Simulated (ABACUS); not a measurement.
# InAs under changes of volume

One of the cells (27.489 Å³/atom); the others are scaled copies at fixed shape and fractional positions:

```
In As
1.0
     0.00000    3.01800    3.01800
     3.01800    0.00000    3.01800
     3.01800    3.01800    0.00000
In As
1 1
Cartesian
  0.0000 0.0000 0.0000
  4.5270 4.5270 4.5270
```

```yaml
Program: ABACUS 3.10.1
Functional: PBE
Potentials_or_basis: PseudoDojo NC SR 0.4.1 PBE standard
Cutoff: 1143 eV
Density_cutoff: 4572 eV
Basis: plane waves
k_mesh: 8 × 8 × 8
Occupations: fermi-dirac, width 0.05 eV
Spin: no spin polarisation
```

```tsv
volume (Å³/atom)	energy over the lowest point (meV/atom)	pressure (GPa)
25.840	94.26	9.2
26.389	65.89	7.4
26.939	43.27	5.8
27.489	?	?
28.039	13.14	3.1
28.588	4.67	1.9
29.138	0.00	0.8
```

Task: What does the run at 27.489 Å³/atom give?

Result: Energy over the lowest point 25.85 meV/atom; pressure 4.4 GPa.

Worked out: A Birch-Murnaghan fit of order 3 (a polynomial in V^(-2/3)) to the other rows has its minimum at 29.62 Å³/atom, just outside them, with B0 = V·E''(V) = 49 GPa and B' = 4.5. It gives 25.86 meV/atom at 27.489 Å³/atom, against the run's 25.85, and -dE/dV = 4.4 GPa, against 4.4.

Energies are extrapolated to zero smearing.
